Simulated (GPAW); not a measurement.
# KCl (Sylvite) (Fm-3m) in GPAW: a series of runs, part 2 of 2

GPAW 26.7.0. Earlier steps stand in the parts before.

## 4. Equation of state, PBEsol

File run.py:

```python
from ase import Atoms
from ase.eos import EquationOfState
from ase.io import Trajectory
from ase.units import GPa
from gpaw import GPAW, PW, setup_paths

setup_paths.insert(0, '.')

atoms = Atoms(['K', 'Cl'],
              cell=[[0.0, 3.14647, 3.14647],
                    [3.14647, 0.0, 3.14647],
                    [3.14647, 3.14647, 0.0]],
              scaled_positions=[[0.0, 0.0, 0.0],
                                [0.5, 0.5, 0.5]],
              pbc=True)

traj = Trajectory('eos.traj', 'w')
volumes, energies = [], []
for x in [0.94, 0.96, 0.98, 1.0, 1.02, 1.04, 1.06]:
    a = atoms.copy()
    a.set_cell(atoms.cell * x**(1 / 3), scale_atoms=True)
    calc = GPAW(mode=PW(600),
                xc='PBEsol',
                kpts={'size': (7, 7, 7), 'gamma': True},
                occupations={'name': 'fermi-dirac', 'width': 0.05},
                nbands=16,
                convergence={'density': 1e-05, 'energy': 1e-05},
                maxiter=150,
                txt=f'eos-{x:.2f}.txt')
    a.calc = calc
    energies.append(a.get_potential_energy(force_consistent=True))
    volumes.append(a.get_volume())
    p = -a.get_stress()[:3].mean() / GPa
    calc.write(f'eos-{x:.2f}.gpw')
    traj.write(a)
    print(f'{x:.2f} {volumes[-1]:10.4f} A^3 {energies[-1]:14.6f} eV {p:9.3f} GPa', flush=True)

v0, e0, B = EquationOfState(volumes, energies, eos='birchmurnaghan').fit()
print(f'V0 = {v0:.4f} A^3, E0 = {e0:.6f} eV, B0 = {B / GPa:.2f} GPa')
```

Potentials or basis: PAW data sets generated in the run's folder for this functional, pw.

Run with:

```console
gpaw-setup -f PBEsol Cl K
OMP_NUM_THREADS=1 python run.py
```

The program printed:

```text
__  _  _
 | _ |_)|_||  |
 |__||  | ||/\| - 26.7.0

Input parameters:
  mode=PW(ecut=600.0),
  convergence={'density': 1e-05, 'energy': 1e-05},
  kpts=MonkhorstPack(size=(7, 7, 7), gamma=True),
  maxiter=150,
  nbands=16,
  occupations=Occupations(name='fermi-dirac', width=0.05),
  xc=XC(name='PBEsol')

Diagonalizing LCAO Hamiltonian
Converting LCAO to pw mode

                Cl

       K

Atoms  # Å, Bohr magnetons
|   | symbol |        x |        y |        z |    initial magnetic moments |
|---|--------|----------|----------|----------|-----------------------------|
| 0 |      K | 0.000000 | 0.000000 | 0.000000 | ( 0.0000,  0.0000,  0.0000) |
| 1 |     Cl | 3.082238 | 3.082238 | 3.082238 | ( 0.0000,  0.0000,  0.0000) |

Unit cell  # Å
| periodic |        x |        y |        z |  lengths |    angles |
|----------|----------|----------|----------|----------|-----------|
|      yes | 0.000000 | 3.082238 | 3.082238 | 4.358943 | 60.000000 |
|      yes | 3.082238 | 0.000000 | 3.082238 | 4.358943 | 60.000000 |
|      yes | 3.082238 | 3.082238 | 0.000000 | 4.358943 | 60.000000 |

Number of symmetries: 48
Symmetry operations  # r_c * U_cc + t_c -> r_c
|    | kind |            matrix            |
|----|------|------------------------------|
|  0 |  σ   |  1, 0, 0,  1, 0,-1,  1,-1, 0 |
|  1 |  C2  |  1, 0, 0,  1,-1, 0,  1, 0,-1 |
|  2 |  E   |  1, 0, 0,  0, 1, 0,  0, 0, 1 |
|  3 |  σ   |  1, 0, 0,  0, 0, 1,  0, 1, 0 |
|  4 |  C4  |  1, 0,-1,  1, 0, 0,  1,-1, 0 |
|  5 |  S6  |  1, 0,-1,  1,-1, 0,  1, 0, 0 |
|  6 |  σ   |  1, 0,-1,  0, 1,-1,  0, 0,-1 |
|  7 |  C3  |  1, 0,-1,  0, 0,-1,  0, 1,-1 |
|  8 |  S6  |  1,-1, 0,  1, 0, 0,  1, 0,-1 |
|  9 |  C4  |  1,-1, 0,  1, 0,-1,  1, 0, 0 |
| 10 |  C3  |  1,-1, 0,  0,-1, 1,  0,-1, 0 |
| 11 |  σ   |  1,-1, 0,  0,-1, 0,  0,-1, 1 |
| 12 |  σ   |  0, 1, 0,  1, 0, 0,  0, 0, 1 |
| 13 |  C4  |  0, 1, 0,  0, 1,-1, -1, 1, 0 |
| 14 |  C3  |  0, 1, 0,  0, 0, 1,  1, 0, 0 |
| 15 |  S6  |  0, 1, 0, -1, 1, 0,  0, 1,-1 |
| 16 |  C2  |  0, 1,-1,  1, 0,-1,  0, 0,-1 |
| 17 |  σ   |  0, 1,-1,  0, 1, 0, -1, 1, 0 |
| 18 |  S4  |  0, 1,-1,  0, 0,-1,  1, 0,-1 |
| 19 |  C4  |  0, 1,-1, -1, 1, 0,  0, 1, 0 |
| 20 |  C3  |  0, 0, 1,  1, 0, 0,  0, 1, 0 |
| 21 |  σ   |  0, 0, 1,  0, 1, 0,  1, 0, 0 |
| 22 |  S6  |  0, 0, 1,  0,-1, 1, -1, 0, 1 |
| 23 |  C4  |  0, 0, 1, -1, 0, 1,  0,-1, 1 |
| 24 |  S4  |  0, 0,-1,  1, 0,-1,  0, 1,-1 |
| 25 |  C3  |  0, 0,-1,  0, 1,-1,  1, 0,-1 |
| 26 |  C2  |  0, 0,-1,  0,-1, 0, -1, 0, 0 |
| 27 |  S6  |  0, 0,-1, -1, 0, 0,  0,-1, 0 |
| 28 |  S4  |  0,-1, 1,  1,-1, 0,  0,-1, 0 |
| 29 |  C4  |  0,-1, 1,  0, 0, 1, -1, 0, 1 |
| 30 |  C2  |  0,-1, 1,  0,-1, 0,  1,-1, 0 |
| 31 |  σ   |  0,-1, 1, -1, 0, 1,  0, 0, 1 |
| 32 |  C3  |  0,-1, 0,  1,-1, 0,  0,-1, 1 |
| 33 |  S6  |  0,-1, 0,  0, 0,-1, -1, 0, 0 |
| 34 |  S4  |  0,-1, 0,  0,-1, 1,  1,-1, 0 |
| 35 |  C2  |  0,-1, 0, -1, 0, 0,  0, 0,-1 |
| 36 |  C2  | -1, 1, 0,  0, 1, 0,  0, 1,-1 |
| 37 |  S6  | -1, 1, 0,  0, 1,-1,  0, 1, 0 |
| 38 |  S4  | -1, 1, 0, -1, 0, 1, -1, 0, 0 |
| 39 |  C3  | -1, 1, 0, -1, 0, 0, -1, 0, 1 |
| 40 |  S6  | -1, 0, 1,  0, 0, 1,  0,-1, 1 |
| 41 |  C2  | -1, 0, 1,  0,-1, 1,  0, 0, 1 |
| 42 |  C3  | -1, 0, 1, -1, 1, 0, -1, 0, 0 |
| 43 |  S4  | -1, 0, 1, -1, 0, 0, -1, 1, 0 |
| 44 |  C2  | -1, 0, 0,  0, 0,-1,  0,-1, 0 |
| 45 |  i   | -1, 0, 0,  0,-1, 0,  0, 0,-1 |
| 46 |  σ   | -1, 0, 0, -1, 1, 0, -1, 0, 1 |
| 47 |  C2  | -1, 0, 0, -1, 0, 1, -1, 1, 0 |

BZ-sampling:
  Number of BZ points: 343
  Number of IBZ points: 20

  Monkhorst-Pack size: [7, 7, 7]
  Monkhorst-Pack shift: [0, 0, 0]

K-points  # in reciprocal-cell coordinates
|     |                                coordinates |     weight |
|-----|--------------------------------------------|------------|
|   0 | (  0.00000000,   0.00000000,   0.00000000) | 0.00291545 |
|   1 | (  0.14285714,   0.14285714,   0.00000000) | 0.01749271 |
|   2 | (  0.14285714,   0.14285714,   0.14285714) | 0.02332362 |
|   3 | (  0.28571429,   0.14285714,   0.14285714) | 0.03498542 |
|   4 | (  0.28571429,   0.28571429,   0.00000000) | 0.01749271 |
|   5 | (  0.28571429,   0.28571429,   0.14285714) | 0.06997085 |
|   6 | (  0.28571429,   0.28571429,   0.28571429) | 0.02332362 |
|   7 | (  0.42857143,  -0.28571429,  -0.28571429) | 0.03498542 |
|   8 | (  0.42857143,   0.28571429,  -0.42857143) | 0.13994169 |
|   9 | (  0.42857143,   0.28571429,  -0.28571429) | 0.06997085 |
| ... |                                            |            |
|  19 | (  0.42857143,   0.42857143,   0.42857143) | 0.02332362 |

Plane wave coefficients: 1968
Cutoff: 600.0 eV

Spin-components: 1 (collinear spins)
Bands:           16
Projectors:      10
Spin-degeneracy: 2
Datatype:        complex128

Parallelization:
  kpt:    1
  domain: 1
  band:   1

Density:
  Valence electrons: 16.0
  Components: 1
  Grid points: [25 25 25]
  Charge: 0.0  # |e|

Potential:
  Grid points: [25 25 25]

species:
  K:
    name:    Potassium
    Z:       19.0
    valence: 9
    core:    10
    charge:  0.0  # [|e|]
    compensation charges:
      type: gauss
      rc: 0.35  # [Å]
      lmax: 2
    cutoffs:
      filter: 1.91  # [Å]
      core: 1.27  # [Å]
    projectors
    | kind |    occ | energy [eV] | rcut [Å] |
    |------|--------|-------------|----------|
    |   3s |  2.000 |     -35.262 |    1.122 |
    |   4s |  1.000 |      -2.301 |    1.122 |
    |   3p |  6.000 |     -18.797 |    1.106 |
    |    p |        |       8.414 |    1.106 |
    |    d |        |       0.000 |    0.937 |

    Using partial waves for K as LCAO basis

  Cl:
    name:    Chlorine
    Z:       17.0
    valence: 7
    core:    10
    charge:  0.0  # [|e|]
    compensation charges:
      type: gauss
      rc: 0.25  # [Å]
      lmax: 2
    cutoffs:
      filter: 1.40  # [Å]
      core: 1.49  # [Å]
    projectors
    | kind |    occ | energy [eV] | rcut [Å] |
    |------|--------|-------------|----------|
    |   3s |  2.000 |     -20.615 |    0.794 |
    |   3p |  5.000 |      -8.561 |    0.794 |
    |    s |        |       6.597 |    0.794 |
    |    p |        |      18.651 |    0.794 |
    |    d |        |       0.000 |    0.794 |

    Using partial waves for Cl as LCAO basis

Reference energy: -28896.529748  # eV

eigensolver:
  PPCG
  Converge bands: occupied
  niter=2

density mixing:
  MSR1-Mixer
  Pratt-step length: 0.05
  Maximum mixing coefficient: 0.75
  Old densities: 10
  SVD Regularization: 0.005
  Good broyden scale: 1.0
  Trust region scale: 1.0
  Backstep threshold: 4.0
  History deletion threshold: 6.0
  Fourier metric: weight=20.0, sigma=0.015

occupation numbers:
  Fermi-Dirac:
    width: 0.0500  # eV

poisson solver:
  ecut: 4800.0  # eV

xc functional:
  name: PBEsol with 2 nearest neighbor stencil

convergence criteria:
[... 6 lines left out ...]
|iter     | |      energy | eigst |  dens |
|---------|-|-------------|-------|-------|
|iter:   1| |   -7.341778 | -0.21 |       |
|iter:   2| |   -7.311601 | -2.38 | -1.33 |
|iter:   3| |   -7.181063 | -1.98 | -1.36 |
|iter:   4| |   -7.183790 | -3.26 | -1.73 |
|iter:   5| |   -7.186018 | -4.19 | -2.11 |
|iter:   6| |   -7.186202 | -5.41 | -2.80 |
|iter:   7| |   -7.186213 | -6.66 | -3.50 |
|iter:   8| |   -7.186214c| -7.49c| -4.02 |
|iter:   9| |   -7.186214c| -8.29c| -5.07c|

Converged in 9 steps
Energy contributions relative to reference atoms: (reference = -28896.529748)

Energy contributions:
  Kinetic:           3.924753
  Coulomb:          -3.145769
  Zero:             -0.663545
  External:          0.000000
  Xc:               -7.301652
  Entropy:          -0.000000
  Spinorbit:         0.000000
  ----------------------------
  Free energy:      -7.186214
  Extrapolated:     -7.186214

dipole moment: (-22.461524, -22.461524, -22.461524)  # |e|*Ang

Fermi level: 2.069
Eigenvalues  # (at kpt = [0.000, 0.000, 0.000])
| band index |      eig [eV] | occ [0-2] |
|------------|---------------|-----------|
|          0 |       -26.919 |     2.000 |
|          1 |       -12.207 |     2.000 |
|          2 |       -10.481 |     2.000 |
|          3 |       -10.481 |     2.000 |
|          4 |       -10.481 |     2.000 |
|          5 |        -0.043 |     2.000 |
[... 8 lines left out ...]
|         14 |        12.899 |     0.000 |
|         15 |        16.301 |     0.000 |

Gap: 5.233 eV
Transition (v -> c):
  (s=0, k=0, n=7, [0.00, 0.00, 0.00]) -> (s=0, k=0, n=8, [0.00, 0.00, 0.00])
No difference between direct/indirect transitions

Stress tensor  # eV/Ang^3
|         x |         y |         z |
|-----------|-----------|-----------|
| -0.004371 | -0.000000 | -0.000000 |
| -0.000000 | -0.004371 | -0.000000 |
| -0.000000 | -0.000000 | -0.004371 |

# Writing to eos-0.94.gpw (mode='')
```

It took 75 s on 1 thread of Arm Neoverse V2, shared host; peak memory 0.22 GiB.

What came out:

| Item | Value |
| --- | --- |
| Equilibrium volume | 30.40 Å³/atom |
| Bulk modulus | 18.8 GPa |
| Pressure derivative of the bulk modulus | 5.8 (rough: it moves with the points fitted) |

Energy against volume, from the lowest point:
| volume (Å³/atom) | energy (meV/atom) |
| --- | --- |
| 29.282 | 2.60 |
| 29.905 | 0.47 |
| 30.528 | 0.00 |
| 31.151 | 1.06 |
| 31.774 | 3.29 |
| 32.397 | 6.65 |
| 33.020 | 11.00 |

## 5. Band structure, r2SCAN

File run.py:

```python
from ase import Atoms
from ase.dft.bandgap import bandgap
from ase.io import write
from ase.units import GPa
from gpaw import GPAW, PW

atoms = Atoms(['K', 'Cl'],
              cell=[[0.0, 3.14647, 3.14647],
                    [3.14647, 0.0, 3.14647],
                    [3.14647, 3.14647, 0.0]],
              scaled_positions=[[0.0, 0.0, 0.0],
                                [0.5, 0.5, 0.5]],
              pbc=True)

calc = GPAW(mode=PW(600),
            xc='MGGA_X_R2SCAN+MGGA_C_R2SCAN',
            kpts={'size': (7, 7, 7), 'gamma': True},
            occupations={'name': 'fermi-dirac', 'width': 0.05},
            nbands=16,
            convergence={'density': 1e-05, 'energy': 1e-05},
            maxiter=150,
            txt='gpaw.txt')
atoms.calc = calc
energy = atoms.get_potential_energy()
forces = atoms.get_forces()
stress = atoms.get_stress()
calc.write('gs.gpw')
write('result.traj', atoms)
print(f'Energy: {energy:.6f} eV')
print('Forces (eV/A):')
print(forces.round(4))
print('Stress (GPa):', (stress / GPa).round(3))
print('Fermi level:', round(calc.get_fermi_level(), 4), 'eV')
print(f'Gap: {bandgap(calc)[0]:.4f} eV, direct: {bandgap(calc, direct=True)[0]:.4f} eV')

path = atoms.cell.bandpath('GXWKGLUWLK,UX', npoints=80, eps=1e-4)
bs_calc = calc.fixed_density(kpts=path, symmetry='off', nbands=29,
                             convergence={'bands': 'CBM+6.0', 'eigenstates': 1e-6}, txt='bands.txt')
bs = bs_calc.band_structure()
bs.write('bs.json')
print(f'Gap on the path: {bandgap(bs_calc)[0]:.4f} eV')
```

Potentials or basis: GPAW PAW data sets (gpaw-data 1.2.1), pw.

Run with:

```console
OMP_NUM_THREADS=1 python run.py
```

gpaw.txt:

```text
__  _  _
 | _ |_)|_||  |
 |__||  | ||/\| - 26.7.0

Input parameters:
  mode=PW(ecut=600.0),
  convergence={'density': 1e-05, 'energy': 1e-05},
  kpts=MonkhorstPack(size=(7, 7, 7), gamma=True),
  maxiter=150,
  nbands=16,
  occupations=Occupations(name='fermi-dirac', width=0.05),
  xc=XC(name='MGGA_X_R2SCAN+MGGA_C_R2SCAN')

Diagonalizing LCAO Hamiltonian
Converting LCAO to pw mode

                 Cl

       K

Atoms  # Å, Bohr magnetons
|   | symbol |        x |        y |        z |    initial magnetic moments |
|---|--------|----------|----------|----------|-----------------------------|
| 0 |      K | 0.000000 | 0.000000 | 0.000000 | ( 0.0000,  0.0000,  0.0000) |
| 1 |     Cl | 3.146470 | 3.146470 | 3.146470 | ( 0.0000,  0.0000,  0.0000) |

Unit cell  # Å
| periodic |        x |        y |        z |  lengths |    angles |
|----------|----------|----------|----------|----------|-----------|
|      yes | 0.000000 | 3.146470 | 3.146470 | 4.449781 | 60.000000 |
|      yes | 3.146470 | 0.000000 | 3.146470 | 4.449781 | 60.000000 |
|      yes | 3.146470 | 3.146470 | 0.000000 | 4.449781 | 60.000000 |

Number of symmetries: 48
Symmetry operations  # r_c * U_cc + t_c -> r_c
|    | kind |            matrix            |
|----|------|------------------------------|
|  0 |  σ   |  1, 0, 0,  1, 0,-1,  1,-1, 0 |
|  1 |  C2  |  1, 0, 0,  1,-1, 0,  1, 0,-1 |
|  2 |  E   |  1, 0, 0,  0, 1, 0,  0, 0, 1 |
|  3 |  σ   |  1, 0, 0,  0, 0, 1,  0, 1, 0 |
|  4 |  C4  |  1, 0,-1,  1, 0, 0,  1,-1, 0 |
|  5 |  S6  |  1, 0,-1,  1,-1, 0,  1, 0, 0 |
[... 156 lines left out ...]

occupation numbers:
  Fermi-Dirac:
    width: 0.0500  # eV

poisson solver:
  ecut: 4800.0  # eV

xc functional:
  name: MGGA_X_R2SCAN+MGGA_C_R2SCAN with 2 nearest neighbor stencil

convergence criteria:
[... 6 lines left out ...]
|iter     | |      energy | eigst |  dens |
|---------|-|-------------|-------|-------|
|iter:   1| |  -21.039729 | -0.05 |       |
|iter:   2| |  -16.415123 | -1.40 | -1.31 |
|iter:   3| |  -16.361902 | -1.44 | -1.29 |
|iter:   4| |  -16.308076 | -2.84 | -1.43 |
|iter:   5| |  -16.285411 | -2.53 | -1.59 |
|iter:   6| |  -16.284695 | -4.06 | -2.40 |
|iter:   7| |  -16.284612 | -4.74 | -2.72 |
|iter:   8| |  -16.284610c| -6.50 | -3.60 |
|iter:   9| |  -16.284609c| -7.01 | -4.01 |
|iter:  10| |  -16.284609c| -7.76c| -4.93 |
|iter:  11| |  -16.284609c| -8.55c| -5.83c|

Converged in 11 steps
Energy contributions relative to reference atoms: (reference = -28937.202614)

Energy contributions:
  Kinetic:          -4.444005
  Coulomb:           5.025333
  Zero:             -0.818398
  External:          0.000000
  Xc:              -16.047538
  Entropy:          -0.000000
  Spinorbit:         0.000000
  ----------------------------
  Free energy:     -16.284609
  Extrapolated:    -16.284609

dipole moment: (-22.954661, -22.954661, -22.954661)  # |e|*Ang

Fermi level: 0.831
Eigenvalues  # (at kpt = [0.000, 0.000, 0.000])
| band index |      eig [eV] | occ [0-2] |
|------------|---------------|-----------|
|          0 |       -28.959 |     2.000 |
|          1 |       -13.419 |     2.000 |
|          2 |       -11.678 |     2.000 |
|          3 |       -11.678 |     2.000 |
|          4 |       -11.678 |     2.000 |
|          5 |        -0.754 |     2.000 |
[... 8 lines left out ...]
|         14 |        12.616 |     0.000 |
|         15 |        16.034 |     0.000 |

Gap: 5.831 eV
Transition (v -> c):
  (s=0, k=0, n=7, [0.00, 0.00, 0.00]) -> (s=0, k=0, n=8, [0.00, 0.00, 0.00])
No difference between direct/indirect transitions

Forces  # eV/Ang
|       x |        y |       z |
|---------|----------|---------|
| 0.00000 |  0.00000 | 0.00000 |  # K    0
| 0.00000 | -0.00000 | 0.00000 |  # Cl   1

Stress tensor  # eV/Ang^3
|         x |         y |         z |
|-----------|-----------|-----------|
|  0.000658 | -0.000000 | -0.000000 |
| -0.000000 |  0.000658 |  0.000000 |
| -0.000000 |  0.000000 |  0.000658 |

# Writing to gs.gpw (mode='')
```

stdout:

```text
Energy: -16.284609 eV
Forces (eV/A):
[[ 0.  0.  0.]
 [ 0. -0.  0.]]
Stress (GPa): [ 0.105  0.105  0.105  0.    -0.    -0.   ]
Fermi level: 0.8312 eV
Gap: 5.8305 eV, direct: 5.8305 eV
Gap on the path: 5.8305 eV
```

It took 3.1 min on 1 thread of Arm Neoverse V2, shared host; peak memory 0.36 GiB.

What came out:

| Item | Value |
| --- | --- |
| Free energy | -16.2846 eV |
| Pressure | -0.1 GPa |
| Band gap on the k mesh | 5.83 eV, direct |
| Band gap along the path | 5.83 eV, direct |

Levels at the corners of the path, in eV from the valence-band top:
| point | band 6 | band 7 | band 8 | band 9 | band 10 | band 11 |
| --- | --- | --- | --- | --- | --- | --- |
| Γ | 0.00 | 0.00 | 0.00 | 5.83 | 9.01 | 9.01 |
| X | -0.67 | -0.23 | -0.23 | 7.03 | 9.20 | 10.68 |
| W | -0.48 | -0.48 | -0.48 | 8.58 | 8.58 | 10.34 |
| K | -0.57 | -0.55 | -0.29 | 7.80 | 9.65 | 10.18 |
| Γ | 0.00 | 0.00 | 0.00 | 5.83 | 9.01 | 9.01 |
| L | -1.04 | -0.32 | -0.32 | 8.11 | 9.24 | 11.26 |
| U | -0.57 | -0.55 | -0.29 | 7.80 | 9.65 | 10.18 |
| W | -0.48 | -0.48 | -0.48 | 8.58 | 8.58 | 10.34 |
| L | -1.04 | -0.32 | -0.32 | 8.11 | 9.24 | 11.26 |
| K | -0.57 | -0.55 | -0.29 | 7.80 | 9.65 | 10.18 |
| U | -0.57 | -0.55 | -0.29 | 7.80 | 9.65 | 10.18 |
| X | -0.67 | -0.23 | -0.23 | 7.03 | 9.20 | 10.68 |

Caveat: the PAW data sets were made with another functional, which shifts forces and pressure a little.

## 6. The runs side by side

```tsv
task	level	potentials or basis	band path	band points	gap on the mesh (eV)	pressure (GPa)
equation of state	LDA	the program's PAW data sets (release 1.2.1) made for this functional, pw	-	-	-	-
band structure	PBEsol	PAW data sets generated in the run's folder for this functional, pw	GXWKGLUWLK,UX	80	5.03	-0.5
equation of state	PBEsol	PAW data sets generated in the run's folder for this functional, pw	-	-	-	-
band structure	r2SCAN	GPAW PAW data sets (gpaw-data 1.2.1), pw	GXWKGLUWLK,UX	80	5.83	-0.1
```

Alike in all rows: no spin polarisation; cell as given; k mesh 7 × 7 × 7; cutoff (eV) 600; smearing fermi-dirac 0.05 eV.

Caveats: the minimum lies outside the volumes run (some runs); the PAW data sets were made with another functional, which shifts forces and pressure a little (some runs).

Absolute energies hang on the potentials; compare differences alone.

## 7. Against experiment

Step 3. Against the measured gap of KCl, 8.68 eV (a printed reference work, monograph), the calculated 5.03 eV is off by -3.65 eV. The value is that of PBEsol, without temperature or zero-point motion. Semilocal functionals fall short of measured gaps as a rule.

Step 5. A measured gap of KCl is 8.68 eV (a printed reference work, monograph); the calculated 5.83 eV misses it by -2.85 eV. The value is that of r2SCAN, without temperature or zero-point motion.
